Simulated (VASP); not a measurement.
The system is FeO (Wuestite).

```
Fe O
1.0
     0.00000    2.15540    2.15540
     2.15540    0.00000    2.15540
     2.15540    2.15540    0.00000
Fe O
1 1
Direct
  0.00000 0.00000 0.00000
  0.50000 0.50000 0.50000
```

| Item | Value |
| --- | --- |
| Program | VASP 6.6.1 |
| Task | relaxation of cell and atoms |
| Functional | PBE |
| Dispersion | TS |
| Potentials or basis | VASP PAW PBE potentials, release 64 (Fe, O) |
| Cutoff | 600 eV |
| k mesh | 8 × 8 × 8 |
| Occupations | fermi-dirac, width 0.05 eV |
| Spin | collinear spin, ferromagnetic start |
| Starting moments | [3.0, 0.0] μB |

At the start: pressure -5.6 GPa; volume 10.01 Å³/atom.

Question: Where does the relaxation end?

Answer: Over 3 steps the energy falls by 5.3 meV/atom and the volume is 9.72 Å³/atom (-2.9 %); space group Fm-3m (No. 225, to 0.05 Å); moment 4.00 μB per cell.

The path:
```csv
step,energy change (eV),largest force (eV/Å),pressure (GPa),volume (Å³)
1,0.0000,0.0000,-5.64,20.03
2,-0.0047,0.0000,4.30,19.02
3,-0.0106,0.0000,-0.06,19.45
```

Final structure:
```cif
data_structure
_symmetry_space_group_name_H-M 'P 1'
_symmetry_Int_Tables_number 1
_cell_length_a 3.0185
_cell_length_b 3.0185
_cell_length_c 3.0185
_cell_angle_alpha 60.000
_cell_angle_beta 60.000
_cell_angle_gamma 60.000
_cell_volume 19.45
loop_
_atom_site_label
_atom_site_type_symbol
_atom_site_fract_x
_atom_site_fract_y
_atom_site_fract_z
_atom_site_occupancy
Fe1 Fe 0.00000 0.00000 0.00000 1
O1 O 0.50000 0.50000 0.50000 1
```

Caveat: atom-pairwise D2, TS and ULG terms overbind metals; a cell with one magnetic atom can't hold antiferromagnetic order, which such compounds often take; pairwise dispersion overbinds metals, which lowers pressure and volume.
